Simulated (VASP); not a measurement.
# Si2W (I4/mmm) in VASP: settings compared

Aim: see how the results for Si2W move with the level of theory and the settings. Levels: PBEsol, PBE+D3(BJ). Tasks: relaxation of cell and atoms.

Everything below comes from runs of VASP 6.6.1. Logs are shortened: lines on timing, memory, paths and dates and some standing lists are left out, and cuts for length are marked.

### 1 The structure

The structure is tetragonal, space group I4/mmm (No. 139). Conventional cell: a = 3.204 Å, b = 3.204 Å, c = 7.821 Å, α = 90.00°, β = 90.00°, γ = 90.00°. Around Si (site symmetry 4mm) lie 5 Si at 2.59 to 2.62 Å and 5 W at 2.61 to 2.62 Å. W (site symmetry 4/mmm) has 10 Si at 2.61 to 2.62 Å as nearest neighbours.

### 2 Relaxation of cell and atoms, PBEsol

INCAR

```
SYSTEM = Si2W
ALGO     = Normal         ! electronic algorithm
EDIFF    = 1E-7           ! SCF threshold, eV
EDIFFG   = -0.005         ! ionic threshold
ENCUT    = 600            ! plane-wave cutoff, eV
GGA      = PS             ! functional
IBRION   = 2              ! ionic algorithm
ISIF     = 3              ! what is computed and relaxed
ISMEAR   = 1              ! smearing method
KPAR     = 4            
LASPH    = .TRUE.         ! aspherical terms in the spheres
LCHARG   = .FALSE.        ! write CHGCAR
LREAL    = .FALSE.        ! projectors in reciprocal space
LWAVE    = .FALSE.        ! write WAVECAR
NELM     = 80             ! most SCF steps
NSW      = 90             ! ionic steps
PREC     = Accurate       ! precision mode
SIGMA    = 0.1            ! smearing width, eV
```

KPOINTS

```
k-points
0
G
  16 16 16
  0 0 0
```

POSCAR

```
Si2W                                    
1.0
   -1.6019802463      1.6019802463      3.9105373523
    1.6019802463     -1.6019802463      3.9105373523
    1.6019802463      1.6019802463     -3.9105373523
  Si              W             
     2     1
Direct
     0.3344996567231073    0.3344996567231073    0.0000000000000000
     0.6655003432768927    0.6655003432768927    0.0000000000000000
     0.0000000000000000    0.0000000000000000    0.0000000000000000
```

Potentials or basis: VASP PAW PBE potentials, release 64 (Si, W_sv).

Command:

```bash
$ cat potpaw_PBE.64/Si/POTCAR potpaw_PBE.64/W_sv/POTCAR > POTCAR
$ mpirun -np 4 vasp_std > vasp.out
```

OUTCAR:

```text
SYSTEM = Si2W
   EDIFF = 1E-7
   EDIFFG = -0.005
   ENCUT = 600
   GGA = PS
   IBRION = 2
   ISIF = 3
   ISMEAR = 1
   LASPH = .TRUE.
   LREAL = .FALSE.
   NELM = 80
   NSW = 90
   PREC = Accurate

 ion  position               nearest neighbor table
   1  0.334  0.334  0.000-   2 2.59   3 2.61   3 2.61   3 2.61   3 2.61   3 2.62   2 2.62   2 2.62
                             2 2.62   2 2.62
   2  0.666  0.666  0.000-   1 2.59   3 2.61   3 2.61   3 2.61   3 2.61   3 2.62   1 2.62   1 2.62
                             1 2.62   1 2.62
   3  0.000  0.000  0.000-   2 2.61   2 2.61   2 2.61   1 2.61   1 2.61   1 2.61   2 2.61   1 2.61
                             1 2.62   2 2.62

  LATTYP: Found a body centered tetragonal cell.
 ALAT       =     3.2039604926
 C/A-ratio  =     2.4410646519

  Lattice vectors:

 A1 = (  -1.6019802463,   1.6019802463,   3.9105373523)
 A2 = (   1.6019802463,  -1.6019802463,   3.9105373523)
 A3 = (   1.6019802463,   1.6019802463,  -3.9105373523)

Analysis of symmetry for initial positions (statically):
=====================================================================
 Subroutine PRICEL returns:
 Original cell was already a primitive cell.

 Routine SETGRP: Setting up the symmetry group for a
 body centered tetragonal supercell.

 Subroutine GETGRP returns: Found 16 space group operations
 (whereof 16 operations were pure point group operations)
 out of a pool of 16 trial point group operations.

The static configuration has the point symmetry D_4h.

Analysis of symmetry for dynamics (positions and initial velocities):
=====================================================================
 Subroutine PRICEL returns:
 Original cell was already a primitive cell.

 Routine SETGRP: Setting up the symmetry group for a
 body centered tetragonal supercell.

 Subroutine GETGRP returns: Found 16 space group operations
 (whereof 16 operations were pure point group operations)
 out of a pool of 16 trial point group operations.

The dynamic configuration has the point symmetry D_4h.

 Subroutine INISYM returns: Found 16 space group operations
 (whereof 16 operations are pure point group operations),
 and found     1 'primitive' translations

----------------------------------------------------------------------------------------

                                     Primitive cell

  volume of cell :      40.1431

  direct lattice vectors                    reciprocal lattice vectors
    -1.601980246  1.601980246  3.910537352     0.000000000  0.312113711  0.127859666
     1.601980246 -1.601980246  3.910537352     0.312113711  0.000000000  0.127859666
     1.601980246  1.601980246 -3.910537352     0.312113711  0.312113711  0.000000000

  length of vectors
     4.519400823  4.519400823  4.519400823     0.337287804  0.337287804  0.441395443

  position of ions in fractional coordinates (direct lattice)
     0.334499657  0.334499657  0.000000000
     0.665500343  0.665500343  0.000000000
     0.000000000  0.000000000  0.000000000

  ion indices of the primitive-cell ions
   primitive index   ion index
                 1           1
                 2           2
                 3           3

----------------------------------------------------------------------------------------

 KPOINTS: k-points

Automatic generation of k-mesh.
 Grid dimensions read from file:
 generate k-points for:   16   16   16

 Generating k-lattice:

  Cartesian coordinates                     Fractional coordinates (reciprocal lattice)
     0.000000000  0.019507107  0.007991229     0.062500000 -0.000000000  0.000000000
     0.019507107  0.000000000  0.007991229    -0.000000000  0.062500000  0.000000000
     0.019507107  0.019507107  0.000000000     0.000000000  0.000000000  0.062500000

  Length of vectors
     0.021080488  0.021080488  0.027587215

  Shift w.r.t. Gamma in fractional coordinates (k-lattice)
     0.000000000  0.000000000  0.000000000

 Subroutine IBZKPT returns following result:
 ===========================================

 Found    349 irreducible k-points:

 Following reciprocal coordinates:
            Coordinates               Weight
  0.000000  0.000000  0.000000      1.000000
  0.062500  0.000000 -0.000000      8.000000
  0.125000  0.000000 -0.000000      8.000000
  0.187500  0.000000 -0.000000      8.000000
  0.250000  0.000000 -0.000000      8.000000
  0.312500  0.000000 -0.000000      8.000000
[... 16 lines left out ...]
 -0.125000  0.062500  0.000000     16.000000
 -0.062500  0.062500  0.000000      4.000000
 [... further k-points ...]
   k-points           NKPTS =    349   k-points in BZ     NKDIM =    349   number of bands    NBANDS=     15
   number of dos      NEDOS =    301   number of ions     NIONS =      3
   total plane-waves  NPLWV =  46656
   dimension x,y,z NGX =    36 NGY =   36 NGZ =   36
   dimension x,y,z NGXF=    72 NGYF=   72 NGZF=   72
   ions per type =               2   1
   NGX,Y,Z   is equivalent  to a cutoff of  13.24, 13.24, 13.24 a.u.
   NGXF,Y,Z  is equivalent  to a cutoff of  26.49, 26.49, 26.49 a.u.
 SYSTEM =  Si2W
   PREC   = accura    normal or accurate (medium, high low for compatibility)
   ISTART =      0    job   : 0-new  1-cont  2-samecut
   ICHARG =      2    charge: 1-file 2-atom 10-const
   ISPIN  =      1    spin polarized calculation?
   LNONCOLLINEAR =      F non collinear calculations
   LSORBIT =      F    spin-orbit coupling
   LASPH  =      T    aspherical Exc in radial PAW
   ENCUT  =  600.0 eV  44.10 Ry    6.64 a.u.   9.03  9.03  9.03*2*pi/ulx,y,z
   NELM   =     80;   NELMIN=  2; NELMDL= -5     # of ELM steps
   EDIFF  = 0.1E-06   stopping-criterion for ELM
   LREAL  =      F    real-space projection
   EDIFFG = -.5E-02   stopping-criterion for IOM
   NSW    =     90    number of steps for IOM
   IBRION =      2    ionic relax: 0-MD 1-quasi-New 2-CG
   NFREE  =      1    steps in history (QN), initial steepest desc. (CG)
   ISIF   =      3    stress and relaxation
   ISYM   =      2    0-nonsym 1-usesym 2-fastsym
   POTIM  = 0.5000    time-step for ionic-motion
   TEBEG  =    0.0;   TEEND  =   0.0 temperature during run
   PSTRESS=    0.0 pullay stress
   NELECT =      22.0000    total number of electrons
   NUPDOWN=      -1.0000    fix difference up-down
   EMIN   =  10.00;   EMAX   =-10.00  energy-range for DOS
   EFERMI =   0.00;   METHOD = LEGACY
   ISMEAR =     1;   SIGMA  =   0.10  broadening in eV -4-tet -1-fermi 0-gaus
   EFERMI_NEDOS =   21; number of points for ismear=-14 and -15
   IALGO  =     38    algorithm
   IMIX   =      4    mixing-type and parameters
     AMIX     =   0.40;   BMIX     =  1.00
     AMIX_MAG =   1.60;   BMIX_MAG =  1.00
  volume/ion in A,a.u.               =      13.38        90.30
  Fermi-wavevector in a.u.,A,eV,Ry     =   1.339714  2.531693 24.420199  1.794834
  Thomas-Fermi vector in A             =   2.468084
   LORBIT       =      0    0 simple, 1 ext, 2 COOP (PROOUT), +10 PAW based schemes
   GGA     = PS    functional components
   LHFCALC =     F    Hartree Fock is set to
   AEXX    =    0.0000 exact exchange contribution
   IVDW    =     0    specifies the selected vdW correction
   LEPSILON=     F    determine dielectric tensor
   LRPA    =     F    only Hartree local field effects (RPA)
 conjugate gradient relaxation of ions
 non-spin polarized calculation
 Methfessel and Paxton  Order N= 1 SIGMA  =   0.10
  energy-cutoff  :      600.00
  volume of cell :       40.14
 maximum number of plane-waves:      1360
   NGX = 19   NGY = 19   NGZ = 19

--------------------------------------- Ionic step        1  -------------------------------------------

 number of electron      21.9999999 magnetization

 Free energy of the ion-electron system (eV)
  ---------------------------------------------------
  ext. energy  EPLUGINS =         0.00000000
  ---------------------------------------------------
  free energy    TOTEN  =       -26.64007568 eV

  energy without entropy =      -26.64009727  energy(sigma->0) =      -26.64008287

------------------------ aborting loop because EDIFF is reached ----------------------------------------

  FORCE on cell =-STRESS in cart. coord.  units (eV):
  Direction    XX          YY          ZZ          XY          YZ          ZX
  --------------------------------------------------------------------------------------
  -------------------------------------------------------------------------------------
  Total        0.0071261      0.0071261     -0.0208185      0.0000000      0.0000000     -0.0000000
  in kB        0.2844137      0.2844137     -0.8308996      0.0000000      0.0000000     -0.0000000
  external PRESSURE =      -0.0873574 kB  Pullay stress =       0.0000000 kB
[... 59 lines left out ...]
  energy  without entropy=      -26.6401038811  energy(sigma->0) =      -26.64008855

--------------------------------------- Ionic step        3  -------------------------------------------

 number of electron      21.9999999 magnetization

 Free energy of the ion-electron system (eV)
  ---------------------------------------------------
  ext. energy  EPLUGINS =         0.00000000
  ---------------------------------------------------
  free energy    TOTEN  =       -26.64008172 eV

  energy without entropy =      -26.64010438  energy(sigma->0) =      -26.64008927

 E-fermi :  11.9568     XC(G=0): -12.6414

 val. band max:       11.9547800023   @ k =  -0.0625   0.0625   0.0000
 cond. band min:      11.9620304306   @ k =   0.0625   0.0625  -0.0000
 fundamental gap:      0.0072504283
 Fermi energy:        11.9568499554

 k-point     1 :       0.0000    0.0000    0.0000
  band No.  band energies     occupation
      1     -61.8252      2.00000
      2     -26.0982      2.00000
      3     -26.0704      2.00000
      4     -26.0704      2.00000
      5      -2.1679      2.00000
      6       5.0571      2.00000
      7       8.2372      2.00000
      8       8.5755      2.00000
      9       9.1072      2.00000
     10       9.1072      2.00000
     11      12.5914     -0.00000
     12      14.7775      0.00000
     13      14.8405      0.00000
     14      15.0958      0.00000
     15      15.0958      0.00000
[... 397 lines left out ...]
 k-point    24 :      -0.0625    0.0625    0.0000
  band No.  band energies     occupation
      1     -61.8246      2.00000
      2     -26.0965      2.00000
      3     -26.0788      2.00000
      4     -26.0778      2.00000
      5      -2.0398      2.00000
      6       5.1744      2.00000
      7       7.8049      2.00000
      8       8.6061      2.00000
      9       8.7743      2.00000
     10       9.5587      2.00000
     11      11.9548      1.03503
     12      14.5920      0.00000
     13      15.1905      0.00000
     14      15.2177      0.00000
     15      15.2332      0.00000

 [... further k-points ...]

------------------------ aborting loop because EDIFF is reached ----------------------------------------

  FORCE on cell =-STRESS in cart. coord.  units (eV):
  Direction    XX          YY          ZZ          XY          YZ          ZX
  --------------------------------------------------------------------------------------
  -------------------------------------------------------------------------------------
  Total       -0.0004284     -0.0004284      0.0072000      0.0000000      0.0000000     -0.0000000
  in kB       -0.0171006     -0.0171006      0.2873860      0.0000000      0.0000000     -0.0000000
  external PRESSURE =       0.0843950 kB  Pullay stress =       0.0000000 kB
[... 18 lines left out ...]
  FREE ENERGIE OF THE ION-ELECTRON SYSTEM (eV)
  ---------------------------------------------------
  free  energy   TOTEN  =       -26.6400817173 eV

  energy  without entropy=      -26.6401043842  energy(sigma->0) =      -26.64008927

 reached required accuracy - stopping structural energy minimisation
```

Wall time 86 s (4 MPI ranks of Intel Xeon 6975P-C (Granite Rapids), shared host); peak memory 0.41 GiB.

What came out:

- Free energy: -26.6401 eV
- Energy gained by relaxing: 0.0 meV/atom
- Ionic steps: 3
- Pressure after relaxing: 0.0 GPa
- Band gap on the k mesh: none (metal or under the smearing width)

Forces on the atoms (eV/Å):
```
Si   0.000  0.000 -0.003
Si   0.000  0.000  0.003
W    0.000  0.000  0.000
```

Final structure:
```xyz
3
Lattice="-1.6021 1.6021 3.9096 1.6021 -1.6021 3.9096 1.6021 1.6021 -3.9096" Properties=species:S:1:pos:R:3 pbc="T T T"
Si    0.0000    0.0000    2.6152
Si    0.0000    0.0000    5.2040
W     0.0000    0.0000    0.0000
```

Caveat: the PAW data sets were made with another functional, which shifts forces and pressure a little. The run has no spin-orbit coupling, so splittings on W are missing.

### 3 Relaxation of cell and atoms, PBE+D3(BJ)

This run uses another cell than the first one, of 13.48 Å³/atom, 1.007 times its volume.

INCAR

```
SYSTEM = Si2W
ALGO = Normal
EDIFF = 1E-6
EDIFFG = -0.01
ENCUT = 600
GGA = PE
IBRION = 2
ISIF = 3
ISMEAR = 1
IVDW = 12
LASPH = .True.
LCHARG = .False.
LREAL = .False.
LWAVE = .False.
NELM = 80
NSW = 90
PREC = Accurate
SIGMA = 0.1
```

KPOINTS

```
k-points
0
Gamma
  16 16 16
  0 0 0
```

POSCAR

```
Si2W
1.0
   -1.6069000000      1.6069000000      3.9149500000
    1.6069000000     -1.6069000000      3.9149500000
    1.6069000000      1.6069000000     -3.9149500000
Si W
2 1
Direct
    0.3347000000      0.3347000000      0.0000000000
    0.6653000000      0.6653000000      0.0000000000
    0.0000000000      0.0000000000      0.0000000000
```

Potentials or basis: VASP PAW PBE potentials, release 64 (Si, W_sv).

Command:

```bash
$ cat potpaw_PBE.64/Si/POTCAR potpaw_PBE.64/W_sv/POTCAR > POTCAR
$ mpirun -np 1 vasp_std > vasp.out
```

Run time: 5.5 min. Hardware: 1 thread of Intel Xeon 6975P-C (Granite Rapids), shared host; peak memory 0.43 GiB.

It converged, with:

```yaml
Free_energy: -26.5337 eV
Relaxed_volume: 13.26 Å³/atom
Relaxed_cell: a = 4.506 Å, b = 4.506 Å, c = 4.506 Å, α = 138.49°, β = 138.49°, γ = 60.16°
Space_group_after_relaxing_to_0.05_Å: I4/mmm (No. 139)
Energy_gained_by_relaxing: 2.7 meV/atom
Ionic_steps: 6
Pressure_after_relaxing: 0.0 GPa
Largest_force_after_relaxing: 0.005 eV/Å
Band_gap_on_the_k_mesh: none (metal or under the smearing width)
Dispersion_energy_per_atom: -0.582 eV
```

Forces in eV/Å, atoms in the order of the input:
```
Si   0.000  0.000  0.005
Si   0.000  0.000 -0.005
W    0.000  0.000  0.000
```

The path:
| step | energy change (eV) | largest force (eV/Å) | pressure (GPa) | volume (Å³) |
| --- | --- | --- | --- | --- |
| 1 | 0.0000 | 0.0642 | -3.66 | 40.44 |
| 2 | 0.0168 | 0.1250 | 7.25 | 38.66 |
| 3 | -0.0076 | 0.0867 | 0.06 | 39.79 |
| 4 | -0.0081 | 0.0082 | -0.03 | 39.78 |
| 5 | -0.0081 | 0.0150 | -0.02 | 39.78 |
| 6 | -0.0081 | 0.0046 | 0.03 | 39.77 |

Final structure:
```yaml
crystal:
  lattice:
    - [-1.59685, 1.59685, 3.89913]
    - [1.59685, -1.59685, 3.89913]
    - [1.59685, 1.59685, -3.89913]
  atoms:
    - { symbol: Si, position: [0.33401, 0.33401, 0.00000] }
    - { symbol: Si, position: [0.66599, 0.66599, 0.00000] }
    - { symbol: W, position: [0.00000, 0.00000, 0.00000] }
```

Levels at points of the mesh, in eV from the Fermi level:
| k point | band 7 | band 8 | band 9 | band 10 | band 11 | band 12 | band 13 | band 14 | band 15 |
| --- | --- | --- | --- | --- | --- | --- | --- | --- | --- |
| (0.00, 0.00, 0.00) | -3.76 | -3.40 | -2.90 | -2.90 | 0.65 | 2.83 | 2.84 | 3.16 | 3.16 |
| (0.50, 0.00, 0.00) | -5.81 | -4.91 | -2.84 | -2.82 | -0.46 | 2.79 | 2.80 | 3.98 | 4.54 |
| (0.50, 0.50, 0.00) | -6.10 | -5.52 | -5.10 | -3.34 | -1.75 | 2.81 | 3.06 | 3.22 | 3.92 |
| (0.50, 0.50, 0.50) | -3.93 | -2.65 | -0.85 | -0.85 | -0.51 | -0.51 | 0.83 | 4.51 | 5.09 |

Caveat: pairwise dispersion overbinds metals, which lowers pressure and volume.

### 4 Relaxation of cell and atoms, PBE+D3(BJ)

This run uses another cell than the first one, of 13.26 Å³/atom, 0.991 times its volume.

Changes to INCAR since step 3:

```diff
@@ -2,4 +2,4 @@
 ALGO = Normal
-EDIFF = 1E-6
-EDIFFG = -0.01
+EDIFF = 1E-7
+EDIFFG = -0.005
 ENCUT = 600
```

KPOINTS is that of step 3.

POSCAR

```
Si2W                                    
1.0
   -1.5968469215      1.5968469215      3.8991307266
    1.5968469215     -1.5968469215      3.8991307266
    1.5968469215      1.5968469215     -3.8991307266
  Si              W             
     2     1
Direct
     0.3340069405331953    0.3340069405331953    0.0000000000000000
     0.6659930594668048    0.6659930594668048    0.0000000000000000
     0.0000000000000000    0.0000000000000000    1.0000000000000000
```

Command:

```bash
$ cat potpaw_PBE.64/Si/POTCAR potpaw_PBE.64/W_sv/POTCAR > POTCAR
$ mpirun -np 1 vasp_std > vasp.out
```

Wall time 3.3 min (1 thread of Intel Xeon 6975P-C (Granite Rapids), shared host); peak memory 0.42 GiB.

Results (log left out):

```
Free energy                            : -26.5336 eV
Relaxed volume                         : 13.26 Å³/atom
Relaxed cell                           : a = 4.506 Å, b = 4.506 Å, c = 4.506 Å, α = 138.49°, β = 138.49°, γ = 60.15°
Space group after relaxing (to 0.05 Å) : I4/mmm (No. 139)
Energy gained by relaxing              : 0.0 meV/atom
Ionic steps                            : 3
Pressure after relaxing                : 0.0 GPa
Band gap on the k mesh                 : none (metal or under the smearing width)
Dispersion energy per atom             : -0.582 eV
```

Forces on the atoms (eV/Å):
```
Si   0.000  0.000  0.003
Si   0.000  0.000 -0.003
W    0.000  0.000  0.000
```

Final structure:
```xyz
3
Lattice="-1.5968 1.5968 3.8996 1.5968 -1.5968 3.8996 1.5968 1.5968 -3.8996" Properties=species:S:1:pos:R:3 pbc="T T T"
Si    0.0000    0.0000    2.6051
Si    0.0000    0.0000    5.1941
W     0.0000    0.0000    0.0000
```

Levels at points of the mesh, in eV from the Fermi level:
```
           k point  band 7  band 8  band 9  band 10  band 11  band 12  band 13  band 14  band 15
(0.00, 0.00, 0.00)   -3.76   -3.40   -2.90    -2.90     0.65     2.83     2.84     3.16     3.16
(0.50, 0.00, 0.00)   -5.81   -4.91   -2.84    -2.82    -0.46     2.79     2.80     3.98     4.54
(0.50, 0.50, 0.00)   -6.10   -5.52   -5.10    -3.34    -1.75     2.81     3.06     3.22     3.92
(0.50, 0.50, 0.50)   -3.93   -2.65   -0.85    -0.85    -0.51    -0.51     0.83     4.51     5.09
```

Caveat: pairwise dispersion overbinds metals, which lowers pressure and volume.
